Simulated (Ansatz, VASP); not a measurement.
**Si: VASP beside Ansatz**

```
Si
1.0
     2.55452    0.00000    0.00000
     0.00000    2.55452    0.00000
     0.00000    0.00000    2.55452
Si
1
Direct
  0.00000 0.00000 0.00000
```

Alike in both runs: task single point; functional BLYP; k mesh 14 × 14 × 14; occupations fermi-dirac, width 0.1 eV; no spin polarisation.

|  | VASP | Ansatz |
| --- | --- | --- |
| version | VASP 6.6.1 | Ansatz 0.2.0 |
| potentials or method | VASP PAW PBE potentials, release 64 (Si) | plane waves (420 eV) with PAW, scalar-relativistic |
| plane-wave cutoff (eV) | 520 | 420 |
| valence electrons in the cell | 4 | 4 |

|  | VASP | Ansatz | Ansatz less VASP |
| --- | --- | --- | --- |
| pressure (GPa) | 4.1 | 3.8 | -0.32 |

Caveats: the PAW data sets were made with another functional, which shifts forces and pressure a little (VASP).
